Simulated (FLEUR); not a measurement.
# As under changes of volume

One of the cells (22.434 Å³/atom); the others are scaled copies at fixed shape and fractional positions:

```
As
1.0
     1.82500   -5.50000    0.00000
     1.82500    5.50000    0.00000
     0.00000    0.00000    4.47000
As
4
Direct
  0.39000 0.61000 0.56000
  0.89000 0.11000 0.94000
  0.61000 0.39000 0.44000
  0.11000 0.89000 0.06000
```

This isn't the form of As at room conditions, which is rhombohedral.

```yaml
Program: FLEUR MaX-R8.1 (later development tree)
Functional: r2SCAN
Potentials_or_basis: all-electron
Basis: FLAPW
Kmax: 4.67 1/bohr
k_mesh: 8 × 8 × 6
Occupations: fermi-dirac, width 0.05 eV
Spin: no spin polarisation
```

| volume (Å³/atom) | energy over the lowest point (meV/atom) | gap on the mesh (eV) |
| --- | --- | --- |
| 21.088 | ? | ? |
| 21.536 | 17.29 | 0.17 |
| 22.434 | 0.09 | 0.19 |
| 23.331 | 0.00 | 0.17 |
| 23.780 | 5.37 | 0.13 |

Problem. What does the run at 21.088 Å³/atom give?

Solution. Energy over the lowest point 33.47 meV/atom; gap on the mesh 0.12 eV.

Worked out: A Birch-Murnaghan fit of order 2 (a polynomial in V^(-2/3)) to the other rows has its minimum at 22.88 Å³/atom with B0 = V·E''(V) = 70 GPa at fixed shape and positions, which overstates the stiffness. It gives 33.40 meV/atom at 21.088 Å³/atom, against the run's 33.47. A parabola through the other rows of the gap, of slope 1.96 eV per unit of ln V there, extrapolates to 0.14 eV, against the run's 0.12.

Energies are extrapolated to zero smearing.

Caveats: the meta-GGA is that of a development version, with a GGA for the radial functions and cores and without core tails.

A mesh can miss the band edges. Spin-orbit coupling on As is left out.
